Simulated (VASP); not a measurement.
Se under changes of volume

One of the cells (23.028 Å³/atom); the others are scaled copies at fixed shape and fractional positions:

```
Se
1.0
     3.94594    0.00000    0.00000
    -1.97297    3.41728    0.00000
     0.00000    0.00000    5.12327
Se
3
Direct
  0.74354 0.74354 0.00000
  0.00000 0.25646 0.66667
  0.25646 0.00000 0.33333
```

```yaml
Program: VASP 6.6.1
Functional: LDA
Potentials_or_basis: VASP PAW LDA potentials, release 64 (Se)
Cutoff: 520 eV
k_mesh: 6 × 6 × 6
Occupations: gaussian, width 0.02 eV
Spin: no spin polarisation
```

| volume (Å³/atom) | energy over the lowest point (meV/atom) | pressure (GPa) | gap on the mesh (eV) | largest force (eV/Å) |
| --- | --- | --- | --- | --- |
| 22.107 | 9.47 | 3.4 | 0.29 | 0.274 |
| 22.568 | 2.31 | 1.6 | 0.28 | 0.132 |
| 23.028 | 0.00 | 0.0 | 0.27 | 0.000 |
| 23.489 | 2.05 | -1.4 | 0.27 | 0.123 |
| 23.949 | ? | ? | ? | ? |

Q: What does the run at 23.949 Å³/atom give?

A: Energy over the lowest point 8.00 meV/atom; pressure -2.7 GPa; gap on the mesh 0.26 eV; largest force 0.239 eV/Å.

Worked out: A Birch-Murnaghan fit of order 2 (a polynomial in V^(-2/3)) to the other rows has its minimum at 23.03 Å³/atom with B0 = V·E''(V) = 76 GPa at fixed shape and positions, which overstates the stiffness. It gives 8.05 meV/atom at 23.949 Å³/atom, against the run's 8.00, and -dE/dV = -2.7 GPa, against -2.7. A straight line through the other rows of the gap, of slope -0.347 eV per unit of ln V (its deformation potential), extrapolates to 0.26 eV, against the run's 0.26.

Energies are extrapolated to zero smearing.

A mesh can miss the band edges. Spin-orbit coupling on Se is left out.
